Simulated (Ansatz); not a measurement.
# Al: the cost of one run

Method: DFT PBE, scalar-relativistic, plane waves, PAW, in Ansatz 0.2.0.

## Step 1: The starting structure

It takes space group I4_1/amd (No. 141, tetragonal). Conventional cell: a = 4.986 Å, b = 4.986 Å, c = 2.720 Å, α = 90.00°, β = 90.00°, γ = 90.00°. Al (site symmetry -4m2) has 6 Al at 2.58 to 2.72 Å as nearest neighbours.

Structure file:

```
CELL_PARAMETERS angstrom
-2.49320 2.49320 1.36009
2.49320 -2.49320 1.36009
2.49320 2.49320 -1.36009
ATOMIC_POSITIONS crystal
Al 0.00000 0.00000 0.00000
Al 0.75000 0.25000 0.50000
```

This is candidate A: beta-tin type (I4_1/amd, No. 141).

(A quick probe on a coarse mesh, which set the mesh and smearing, is not shown.)

## Step 3: Rough relaxation on the coarse mesh (candidate A)

input.yaml reads:

```yaml
crystal:
  lattice:
    - [-2.4932008491, 2.4932008491, 1.3600870863]
    - [2.4932008491, -2.4932008491, 1.3600870863]
    - [2.4932008491, 2.4932008491, -1.3600870863]
  atoms:
    - { symbol: Al, position: [0.0, 0.0, 0.0] }
    - { symbol: Al, position: [0.75, 0.25, 0.5] }
basis:
  ecutwfc: 420
kpoints:
  mp_grid: { grid: [8, 8, 8] }
hamiltonian:
  xc: pbe
scf:
  occupations: { method: gaussian, width: 0.1 }
  lower_state_search: "off"
output:
  forces: true
  stress: true
  eigenvalues: true
relax:
  adjacent_minimum: "off"
  f_tol: 0.04
  max_steps: 70
  cell: { stress_tol: 0.4 }
```

**Question.** How long does this run take on 1 thread of an x86-64 CPU, shared host, and how much memory does it need?

About 4.2 s, with a peak of 0.43 GiB.
